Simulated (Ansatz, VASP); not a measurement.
Two plane-wave programs on Cu

Contents of INCAR:

```
SYSTEM = Cu
PREC     = Accurate       ! precision mode
ENCUT    = 520            ! plane-wave cutoff, eV
EDIFF    = 1E-7           ! SCF threshold, eV
ISMEAR   = -1             ! smearing method
SIGMA    = 0.1            ! smearing width, eV
LREAL    = .False.        ! projectors in reciprocal space
LASPH    = .True.         ! aspherical terms in the spheres
NELM     = 60             ! most SCF steps
ALGO     = Normal         ! electronic algorithm
ISIF     = 2              ! what is computed and relaxed
LWAVE    = .False.        ! write WAVECAR
LCHARG   = .True.         ! write CHGCAR
LELF     = .True.         ! ELF
LVHAR    = .True.       
NBANDS   = 12             ! bands
```

File KPOINTS:

```
Automatic mesh
0
Gamma
  15 15 15
  0 0 0
```

POSCAR

```
Cu
1.0
    2.3574497563      0.0000000000      0.0000000000
    0.0000000000      2.3574497563      0.0000000000
    0.0000000000      0.0000000000      2.3574497563
Cu
1
Direct
    0.0000000000      0.0000000000      0.0000000000
```

Input for Ansatz:

```yaml
crystal:
  lattice:
    - [2.3574497563, 0.0, 0.0]
    - [0.0, 2.3574497563, 0.0]
    - [0.0, 0.0, 2.3574497563]
  atoms:
    - { symbol: Cu, position: [0.0, 0.0, 0.0] }
hamiltonian:
  xc: lda
  pseudopotentials:
    kind: paw
    azcp:
      Cu: "pseudopotentials/Cu.paw.azcp"
basis:
  ecutwfc: 420
  fft_grid_basis: typed
kpoints:
  mp_grid: { grid: [15, 15, 15], shift: [0, 0, 0] }
magnetization:
  spin_polarized: false
scf:
  occupations: { method: fermi_dirac, width: 0.1 }
  lower_state_search: "off"
output:
  stress: true
  write_density: true
  write_potential: true
  elf: true
  volumetric_format: npy
```

Alike in both runs: task single point; functional LDA; k mesh 15 × 15 × 15; occupations fermi-dirac, width 0.1 eV; no spin polarisation.

```csv
,VASP,Ansatz
version,VASP 6.6.1,Ansatz 0.2.0
potentials or method,"VASP PAW LDA potentials, release 64 (Cu)","plane waves (420 eV) with PAW, scalar-relativistic"
plane-wave cutoff (eV),520,420
valence electrons in the cell,11,19
```

Ansatz gave:

| Property | Result |
| --- | --- |
| pressure (GPa) | -5.0 |

What did VASP give for the same quantities?

Pressure (GPa): -4.4.

The two sets of potentials don't hold the same shells in valence. Ansatz warned: «pseudo_functional_mismatch».
